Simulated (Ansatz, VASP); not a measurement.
## Cu: VASP beside Ansatz

The input INCAR:

```
  ALGO = Normal
  EDIFF = 1E-6
  ENCUT = 520
  GGA = PE
  ISIF = 2
  ISMEAR = 0
  LASPH = True
  LCHARG = False
  LREAL = False
  LWAVE = False
  NBANDS = 12
  NELM = 100
  PREC = Accurate
  SIGMA = 0.15
```

The input KPOINTS:

```
k-points
0
Gamma
  30 30 30
```

The input POSCAR:

```
Cu
1.0
   -1.4444902177      1.4755302431      1.3463572540
    1.5065702685     -1.4755302431      1.4127561150
    1.4444902177      1.4755302431     -1.3463572540
Cu
1
Direct
    0.0000000000      0.0000000000      0.0000000000
```

Input for Ansatz:

```yaml
crystal:
  lattice:
    - [-1.4444902177, 1.4755302431, 1.346357254]
    - [1.5065702685, -1.4755302431, 1.412756115]
    - [1.4444902177, 1.4755302431, -1.346357254]
  atoms:
    - { symbol: Cu, position: [0.0, 0.0, 0.0] }
basis:
  ecutwfc: 420
kpoints:
  mp_grid: { grid: [30, 30, 30] }
hamiltonian:
  xc: pbe
scf:
  occupations: { method: gaussian, width: 0.15 }
output:
  forces: true
  stress: true
  eigenvalues: true
```

Change from the starting cell: strain +0.0450 x Voigt [0, 0, 0, 0, 1, 0], atoms carried along.

Alike in both runs: task single point; functional PBE; k mesh 30 × 30 × 30; occupations gaussian, width 0.15 eV; no spin polarisation.

|  | VASP | Ansatz |
| --- | --- | --- |
| version | VASP 6.6.1 | Ansatz 0.2.0 |
| potentials or method | VASP PAW PBE potentials, release 64 (Cu) | scalar-relativistic, plane waves, PAW |
| plane-wave cutoff (eV) | 520 | 420 |
| valence electrons in the cell | 11 | 19 |

|  | VASP | Ansatz | Ansatz less VASP |
| --- | --- | --- | --- |
| gap on the k mesh at the Fermi level (eV) | none | none | - |
| pressure (GPa) | 0.9 | 0.3 | -0.55 |
| largest component of the traceless stress (GPa) | 3.83 | 3.88 | +0.054 |

A gap of «none» marks a metal or a gap that the smearing closes. The two sets of potentials don't hold the same shells in valence.
